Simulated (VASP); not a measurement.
# PbSe (Clausthalite) (Fm-3m) in VASP: settings compared

Aim: see how the results for PbSe (Clausthalite) move with the level of theory and the settings. Levels: SVWN5, LDA. Tasks: relaxation of cell and atoms, single point.

All numbers are computed with VASP 6.6.1; they aren't measurements. Logs are shortened: lines on timing, memory, paths and dates and some standing lists are left out, and cuts for length are marked.

**What was measured.**

A printed reference work, monograph reports, for a bulk crystal of PbSe at 300 K: band gap 0.28 eV (direct).

The runs below are set against these values where they give the same quantity.

## 1. The cell of the first run

Symmetry: Fm-3m, No. 225, cubic system. Conventional cell: a = 6.121 Å, b = 6.121 Å, c = 6.121 Å, α = 90.00°, β = 90.00°, γ = 90.00°. Within 4.0 Å of Pb (site symmetry m-3m) lie 6 Se at 3.06 Å. Within 4.0 Å of Se (site symmetry m-3m) lie 6 Pb at 3.06 Å.

## 2. Relaxation of cell and atoms, SVWN5

The input, INCAR:

```
PREC     = Accurate       # precision mode
ENCUT    = 600            # plane-wave cutoff, eV
EDIFF    = 1E-7           # SCF threshold, eV
ISMEAR   = -1             # smearing method
SIGMA    = 0.05           # smearing width, eV
LREAL    = F              # projectors in reciprocal space
LASPH    = T              # aspherical terms in the spheres
NELM     = 80             # most SCF steps
ALGO     = Normal         # electronic algorithm
ISIF     = 3              # what is computed and relaxed
LWAVE    = F              # write WAVECAR
LCHARG   = F              # write CHGCAR
GGA      = VW             # functional
IBRION   = 2              # ionic algorithm
NSW      = 60             # ionic steps
EDIFFG   = -0.01          # ionic threshold
```

The input, KPOINTS:

```
regular mesh
0
Gamma
  8 8 8
```

The input, POSCAR:

```
PbSe
1.0
    0.0000000000      3.0606500000      3.0606500000
    3.0606500000      0.0000000000      3.0606500000
    3.0606500000      3.0606500000      0.0000000000
Pb Se
1 1
Direct
    0.0000000000      0.0000000000      0.0000000000
    0.5000000000      0.5000000000      0.5000000000
```

Potentials or basis: VASP PAW PBE potentials, release 64 (Pb_d, Se).

Command:

```console
> cat potpaw_PBE.64/Pb_d/POTCAR potpaw_PBE.64/Se/POTCAR > POTCAR
> mpirun -np 1 vasp_std > vasp.out
```

OUTCAR:

```text
PREC = Accurate
   ENCUT = 600
   EDIFF = 1E-7
   ISMEAR = -1
   LREAL = F
   LASPH = T
   NELM = 80
   ISIF = 3
   GGA = VW
   IBRION = 2
   NSW = 60
   EDIFFG = -0.01

 ion  position               nearest neighbor table
   1  0.000  0.000  0.000-   2 3.06   2 3.06   2 3.06   2 3.06   2 3.06   2 3.06
   2  0.500  0.500  0.500-   1 3.06   1 3.06   1 3.06   1 3.06   1 3.06   1 3.06

  LATTYP: Found a face centered cubic cell.
 ALAT       =     6.1213000000

  Lattice vectors:

 A1 = (   0.0000000000,   3.0606500000,   3.0606500000)
 A2 = (   3.0606500000,   0.0000000000,   3.0606500000)
 A3 = (   3.0606500000,   3.0606500000,   0.0000000000)

Analysis of symmetry for initial positions (statically):
=====================================================================
 Subroutine PRICEL returns:
 Original cell was already a primitive cell.

 Routine SETGRP: Setting up the symmetry group for a
 face centered cubic supercell.

 Subroutine GETGRP returns: Found 48 space group operations
 (whereof 48 operations were pure point group operations)
 out of a pool of 48 trial point group operations.

The static configuration has the point symmetry O_h .

Analysis of symmetry for dynamics (positions and initial velocities):
=====================================================================
 Subroutine PRICEL returns:
 Original cell was already a primitive cell.

 Routine SETGRP: Setting up the symmetry group for a
 face centered cubic supercell.

 Subroutine GETGRP returns: Found 48 space group operations
 (whereof 48 operations were pure point group operations)
 out of a pool of 48 trial point group operations.

The dynamic configuration has the point symmetry O_h .

 Subroutine INISYM returns: Found 48 space group operations
 (whereof 48 operations are pure point group operations),
 and found     1 'primitive' translations

----------------------------------------------------------------------------------------

                                     Primitive cell

  volume of cell :      57.3418

  direct lattice vectors                    reciprocal lattice vectors
     0.000000000  3.060650000  3.060650000    -0.163363991  0.163363991  0.163363991
     3.060650000  0.000000000  3.060650000     0.163363991 -0.163363991  0.163363991
     3.060650000  3.060650000  0.000000000     0.163363991  0.163363991 -0.163363991

  length of vectors
     4.328412740  4.328412740  4.328412740     0.282954733  0.282954733  0.282954733

  position of ions in fractional coordinates (direct lattice)
     0.000000000  0.000000000  0.000000000
     0.500000000  0.500000000  0.500000000

  ion indices of the primitive-cell ions
   primitive index   ion index
                 1           1
                 2           2

----------------------------------------------------------------------------------------

 KPOINTS: regular mesh

Automatic generation of k-mesh.
 Grid dimensions read from file:
 generate k-points for:    8    8    8

 Generating k-lattice:

  Cartesian coordinates                     Fractional coordinates (reciprocal lattice)
    -0.020420499  0.020420499  0.020420499     0.125000000  0.000000000  0.000000000
     0.020420499 -0.020420499  0.020420499     0.000000000  0.125000000  0.000000000
     0.020420499  0.020420499 -0.020420499     0.000000000  0.000000000  0.125000000

  Length of vectors
     0.035369342  0.035369342  0.035369342

  Shift w.r.t. Gamma in fractional coordinates (k-lattice)
     0.000000000  0.000000000  0.000000000

 Subroutine IBZKPT returns following result:
 ===========================================

 Found     29 irreducible k-points:

 Following reciprocal coordinates:
            Coordinates               Weight
  0.000000  0.000000  0.000000      1.000000
  0.125000  0.000000  0.000000      8.000000
  0.250000  0.000000  0.000000      8.000000
  0.375000  0.000000  0.000000      8.000000
  0.500000  0.000000  0.000000      4.000000
  0.125000  0.125000  0.000000      6.000000
[... 16 lines left out ...]
  0.500000  0.250000  0.125000     48.000000
 -0.375000  0.250000  0.125000     24.000000
 [... further k-points ...]
   k-points           NKPTS =     29   k-points in BZ     NKDIM =     29   number of bands    NBANDS=     14
   number of dos      NEDOS =    301   number of ions     NIONS =      2
   total plane-waves  NPLWV =  46656
   dimension x,y,z NGX =    36 NGY =   36 NGZ =   36
   dimension x,y,z NGXF=    72 NGYF=   72 NGZF=   72
   ions per type =               1   1
   NGX,Y,Z   is equivalent  to a cutoff of  13.83, 13.83, 13.83 a.u.
   NGXF,Y,Z  is equivalent  to a cutoff of  27.65, 27.65, 27.65 a.u.
 SYSTEM =  unknown system
   PREC   = accura    normal or accurate (medium, high low for compatibility)
   ISTART =      0    job   : 0-new  1-cont  2-samecut
   ICHARG =      2    charge: 1-file 2-atom 10-const
   ISPIN  =      1    spin polarized calculation?
   LNONCOLLINEAR =      F non collinear calculations
   LSORBIT =      F    spin-orbit coupling
   LASPH  =      T    aspherical Exc in radial PAW
   ENCUT  =  600.0 eV  44.10 Ry    6.64 a.u.   8.64  8.64  8.64*2*pi/ulx,y,z
   NELM   =     80;   NELMIN=  2; NELMDL= -5     # of ELM steps
   EDIFF  = 0.1E-06   stopping-criterion for ELM
   LREAL  =      F    real-space projection
   EDIFFG = -.1E-01   stopping-criterion for IOM
   NSW    =     60    number of steps for IOM
   IBRION =      2    ionic relax: 0-MD 1-quasi-New 2-CG
   NFREE  =      1    steps in history (QN), initial steepest desc. (CG)
   ISIF   =      3    stress and relaxation
   ISYM   =      2    0-nonsym 1-usesym 2-fastsym
   POTIM  = 0.5000    time-step for ionic-motion
   TEBEG  =    0.0;   TEEND  =   0.0 temperature during run
   PSTRESS=    0.0 pullay stress
   NELECT =      20.0000    total number of electrons
   NUPDOWN=      -1.0000    fix difference up-down
   EMIN   =  10.00;   EMAX   =-10.00  energy-range for DOS
   EFERMI =   0.00;   METHOD = LEGACY
   ISMEAR =    -1;   SIGMA  =   0.05  broadening in eV -4-tet -1-fermi 0-gaus
   EFERMI_NEDOS =   21; number of points for ismear=-14 and -15
   IALGO  =     38    algorithm
   IMIX   =      4    mixing-type and parameters
     AMIX     =   0.40;   BMIX     =  1.00
     AMIX_MAG =   1.60;   BMIX_MAG =  1.00
  volume/ion in A,a.u.               =      28.67       193.48
  Fermi-wavevector in a.u.,A,eV,Ry     =   1.152377  2.177676 18.068159  1.327972
  Thomas-Fermi vector in A             =   2.289028
   LORBIT       =      0    0 simple, 1 ext, 2 COOP (PROOUT), +10 PAW based schemes
   GGA     = VW    functional components
   LHFCALC =     F    Hartree Fock is set to
   AEXX    =    0.0000 exact exchange contribution
   IVDW    =     0    specifies the selected vdW correction
   LEPSILON=     F    determine dielectric tensor
   LRPA    =     F    only Hartree local field effects (RPA)
 conjugate gradient relaxation of ions
 non-spin polarized calculation
  energy-cutoff  :      600.00
  volume of cell :       57.34
 maximum number of plane-waves:      1930
   NGX = 17   NGY = 17   NGZ = 17

--------------------------------------- Ionic step        1  -------------------------------------------

 number of electron      20.0000001 magnetization

 Free energy of the ion-electron system (eV)
  ---------------------------------------------------
  ext. energy  EPLUGINS =         0.00000000
  ---------------------------------------------------
  free energy    TOTEN  =        -9.44619548 eV

  energy without entropy =       -9.44557759  energy(sigma->0) =       -9.44588653

 E-fermi :   4.7917     XC(G=0):  -9.8355

 val. band max:        4.6984540697   @ k =   0.5000   0.0000   0.0000
 cond. band min:       4.8848615251   @ k =   0.5000   0.0000   0.0000
 fundamental gap:      0.1864074554
 Fermi energy:         4.7916968054

 k-point     1 :       0.0000    0.0000    0.0000
  band No.  band energies     occupation
      1     -11.9898      2.00000
      2     -11.9898      2.00000
      3     -11.9876      2.00000
      4     -11.9876      2.00000
      5     -11.9876      2.00000
      6      -8.9127      2.00000
      7      -1.7282      2.00000
      8       2.8639      2.00000
      9       2.8639      2.00000
     10       2.8639      2.00000
     11       9.3150      0.00000
     12       9.3150      0.00000
     13       9.3150      0.00000
     14      11.2241      0.00000

 k-point     2 :       0.1250    0.0000    0.0000
  band No.  band energies     occupation
      1     -11.9932      2.00000
      2     -11.9932      2.00000
      3     -11.9870      2.00000
      4     -11.9829      2.00000
      5     -11.9829      2.00000
      6      -8.7937      2.00000
      7      -2.1088      2.00000
      8       2.9061      2.00000
      9       2.9061      2.00000
     10       3.1235      2.00000
     11       8.2610      0.00000
     12       8.6573      0.00000
     13       8.6573      0.00000
     14      10.9998      0.00000
[... 423 lines left out ...]
 VOLUME and BASIS-vectors are now :
 -----------------------------------------------------------------------------
  energy-cutoff  :      600.00
  volume of cell :       54.26
      direct lattice vectors                 reciprocal lattice vectors
     0.000000000  3.004785177  3.004785177    -0.166401247  0.166401247  0.166401247
     3.004785177  0.000000000  3.004785177     0.166401247 -0.166401247  0.166401247
     3.004785177  3.004785177  0.000000000     0.166401247  0.166401247 -0.166401247

 POSITION                                       TOTAL-FORCE (eV/Angst)
 -----------------------------------------------------------------------------------
      6.00957      6.00957      6.00957        -0.000000     -0.000000     -0.000000
      3.00479      3.00479      3.00479         0.000000      0.000000      0.000000
 -----------------------------------------------------------------------------------
    total drift:                                0.000000      0.000000      0.000000

  FREE ENERGIE OF THE ION-ELECTRON SYSTEM (eV)
  ---------------------------------------------------
  free  energy   TOTEN  =        -9.4591987648 eV

  energy  without entropy=       -9.4581138349  energy(sigma->0) =       -9.45865630

--------------------------------------- Ionic step        3  -------------------------------------------

 number of electron      19.9999997 magnetization

 Free energy of the ion-electron system (eV)
  ---------------------------------------------------
  ext. energy  EPLUGINS =         0.00000000
  ---------------------------------------------------
  free energy    TOTEN  =        -9.46152885 eV

  energy without entropy =       -9.46049406  energy(sigma->0) =       -9.46101146

 E-fermi :   5.2646     XC(G=0): -10.0168

 val. band max:        5.2388336923   @ k =   0.5000   0.0000   0.0000
 cond. band min:       5.2903962345   @ k =   0.5000   0.0000   0.0000
 fundamental gap:      0.0515625422
 Fermi energy:         5.2646376553

 k-point     1 :       0.0000    0.0000    0.0000
  band No.  band energies     occupation
      1     -11.5620      2.00000
      2     -11.5620      2.00000
      3     -11.5574      2.00000
      4     -11.5574      2.00000
      5     -11.5574      2.00000
      6      -8.7568      2.00000
      7      -1.1592      2.00000
      8       3.1832      2.00000
      9       3.1832      2.00000
     10       3.1832      2.00000
     11       9.9082      0.00000
     12       9.9082      0.00000
     13       9.9082      0.00000
     14      11.6447      0.00000

 k-point     2 :       0.1250    0.0000    0.0000
  band No.  band energies     occupation
      1     -11.5658      2.00000
      2     -11.5658      2.00000
      3     -11.5568      2.00000
      4     -11.5522      2.00000
      5     -11.5522      2.00000
      6      -8.6291      2.00000
      7      -1.5991      2.00000
      8       3.2285      2.00000
      9       3.2285      2.00000
     10       3.4916      2.00000
     11       8.7976      0.00000
     12       9.1978      0.00000
     13       9.1978      0.00000
     14      11.4258      0.00000
[... 387 lines left out ...]
 VOLUME and BASIS-vectors are now :
 -----------------------------------------------------------------------------
  energy-cutoff  :      600.00
  volume of cell :       55.09
      direct lattice vectors                 reciprocal lattice vectors
     0.000000000  3.020107629  3.020107629    -0.165557014  0.165557014  0.165557014
     3.020107629  0.000000000  3.020107629     0.165557014 -0.165557014  0.165557014
     3.020107629  3.020107629  0.000000000     0.165557014  0.165557014 -0.165557014

 POSITION                                       TOTAL-FORCE (eV/Angst)
 -----------------------------------------------------------------------------------
      0.00000      0.00000      0.00000         0.000000     -0.000000      0.000000
      3.02011      3.02011      3.02011        -0.000000      0.000000     -0.000000
 -----------------------------------------------------------------------------------
    total drift:                               -0.000000      0.000000      0.000000

  FREE ENERGIE OF THE ION-ELECTRON SYSTEM (eV)
  ---------------------------------------------------
  free  energy   TOTEN  =        -9.4615288468 eV

  energy  without entropy=       -9.4604940643  energy(sigma->0) =       -9.46101146

 reached required accuracy - stopping structural energy minimisation
```

Run time: 46 s. Hardware: 1 thread of Intel Xeon Platinum 8259CL at 2.50GHz (Skylake/Cascade Lake), shared host; peak memory 0.19 GiB.

What came out:

| Quantity | Value |
| --- | --- |
| Free energy | -9.4615 eV |
| Relaxed volume | 27.55 Å³/atom |
| Relaxed cell | a = 4.271 Å, b = 4.271 Å, c = 4.271 Å, α = 60.00°, β = 60.00°, γ = 60.00° |
| Space group after relaxing (to 0.05 Å) | Fm-3m (No. 225) |
| Energy gained by relaxing | 7.7 meV/atom |
| Ionic steps | 3 |
| Pressure after relaxing | 0.0 GPa |
| Band gap on the k mesh | 0.05 eV, direct |

The path:
```tsv
step	energy change (eV)	largest force (eV/Å)	pressure (GPa)	volume (Å³)
1	0.0000	0.0000	-2.11	57.34
2	-0.0130	0.0000	0.90	54.26
3	-0.0153	0.0000	-0.01	55.09
```

Final structure:
```
CELL_PARAMETERS angstrom
0.00000 3.02011 3.02011
3.02011 0.00000 3.02011
3.02011 3.02011 0.00000
ATOMIC_POSITIONS crystal
Pb 0.00000 0.00000 0.00000
Se 0.50000 0.50000 0.50000
```

Levels at points of the mesh, in eV from the valence-band top:
| k point | band 6 | band 7 | band 8 | band 9 | band 10 | band 11 | band 12 | band 13 | band 14 |
| --- | --- | --- | --- | --- | --- | --- | --- | --- | --- |
| (0.00, 0.00, 0.00) | -14.00 | -6.40 | -2.06 | -2.06 | -2.06 | 4.67 | 4.67 | 4.67 | 6.41 |
| (0.50, 0.00, 0.00) | -12.82 | -9.15 | -1.60 | -1.60 | 0.00 | 0.05 | 1.50 | 1.50 | 8.47 |
| (0.50, 0.50, 0.00) | -12.38 | -7.60 | -5.36 | -3.50 | -3.50 | 3.46 | 5.65 | 5.65 | 6.11 |

Caveat: the PAW data sets were made with another functional, which shifts forces and pressure a little; spin-orbit coupling is left out, which moves the levels of the heavy elements.

## 3. Single point, LDA

This run uses another cell than the first one, of 28.10 Å³/atom, 0.980 times its volume.

The input, INCAR:

```
SYSTEM = PbSe
PREC     = Accurate       ! precision mode
ENCUT    = 520            ! plane-wave cutoff, eV
EDIFF    = 1E-6           ! SCF threshold, eV
ISMEAR   = -1             ! smearing method
SIGMA    = 0.05           ! smearing width, eV
LREAL    = .FALSE.        ! projectors in reciprocal space
LASPH    = .TRUE.         ! aspherical terms in the spheres
NELM     = 80             ! most SCF steps
ALGO     = Normal         ! electronic algorithm
ISIF     = 2              ! what is computed and relaxed
LWAVE    = .FALSE.        ! write WAVECAR
LCHARG   = .FALSE.        ! write CHGCAR
NBANDS   = 17             ! bands
```

The input, KPOINTS:

```
Automatic mesh
0
G
  8 8 8
  0 0 0
```

The input, POSCAR:

```
PbSe
1.0
    0.0000000000      3.0401081059      3.0401081059
    3.0401081059      0.0000000000      3.0401081059
    3.0401081059      3.0401081059      0.0000000000
Pb Se
1 1
Direct
    0.0000000000      0.0000000000      0.0000000000
    0.5000000000      0.5000000000      0.5000000000
```

Potentials or basis: VASP PAW LDA potentials, release 64 (Pb_d, Se).

Command:

```console
> cat potpaw_LDA.64/Pb_d/POTCAR potpaw_LDA.64/Se/POTCAR > POTCAR
> mpirun -np 1 vasp_std > vasp.out
```

It took 11 s on 1 thread of AMD EPYC 9R45 (Zen 5), shared host; peak memory 0.14 GiB.

Results (log left out):

| Quantity | Value |
| --- | --- |
| Free energy | -9.4562 eV |
| Pressure | -1.0 GPa |
| Band gap on the k mesh | 0.09 eV, direct |

Levels at points of the mesh, in eV from the valence-band top:
```csv
k point,band 6,band 7,band 8,band 9,band 10,band 11,band 12,band 13,band 14,band 15
"(0.00, 0.00, 0.00)",-13.81,-6.37,-1.98,-1.98,-1.98,4.63,4.63,4.63,6.41,6.41
"(0.50, 0.00, 0.00)",-12.68,-9.00,-1.54,-1.54,0.00,0.09,1.54,1.54,8.42,10.12
"(0.50, 0.50, 0.00)",-12.28,-7.50,-5.21,-3.39,-3.39,3.51,5.57,5.57,6.01,11.36
```

Caveat: spin-orbit coupling is left out, which moves the levels of the heavy elements.

## 4. How close it comes

Step 2. The cell as given is a measured one (28.67 Å³/atom); SVWN5 puts the equilibrium volume -3.9 % from it, thermal expansion not counted.

Step 3. Measured gap of PbSe: 0.28 eV (direct; 300 K; a printed reference work, monograph). This calculation gives 0.09 eV (-0.19 eV). 2 values of this kind are on record (0.15 to 0.28 eV); this one was drawn at random. Spin-orbit coupling on Pb, Se is left out. The value is that of LDA on a finite k mesh, which can miss the band edges, without temperature or zero-point motion. Semilocal functionals fall short of measured gaps as a rule.
